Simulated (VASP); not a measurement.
Ga: single point with PBE

Sheet: Ga, a sheet with vacuum.

```
CELL_PARAMETERS angstrom
4.33047 0.00000 0.00000
-2.16523 3.75030 0.00000
0.00000 0.00000 23.80000
ATOMIC_POSITIONS crystal
Ga 0.33333 0.66667 0.29412
Ga 0.66667 0.33333 0.29412
```

The cell was built by a generator and needn't be a form met in nature.

```json
{"Program": "VASP 6.6.1", "Task": "single point", "Functional": "PBE", "Potentials or basis": "VASP PAW PBE potentials, release 64 (Ga_d)", "Cutoff": "520 eV", "k mesh": "7 × 7 × 1", "Occupations": "fermi-dirac, width 0.05 eV", "Spin": "no spin polarisation"}
```

| Item | Value |
| --- | --- |
| Band gap on the k mesh | none (metal or under the smearing width) |

Levels at points of the mesh, in eV from the Fermi level:
```csv
k point,band 10,band 11,band 12,band 13,band 14,band 15,band 16,band 17
"(0.00, 0.00, 0.00)",-14.51,-8.18,-0.90,1.28,1.28,1.63,3.43,4.17
```

Wall time 2.2 min on 1 thread of Intel(R) Xeon(R) 6975P-C (Granite Rapids), with other jobs on the host, peak memory 0.46 GiB.
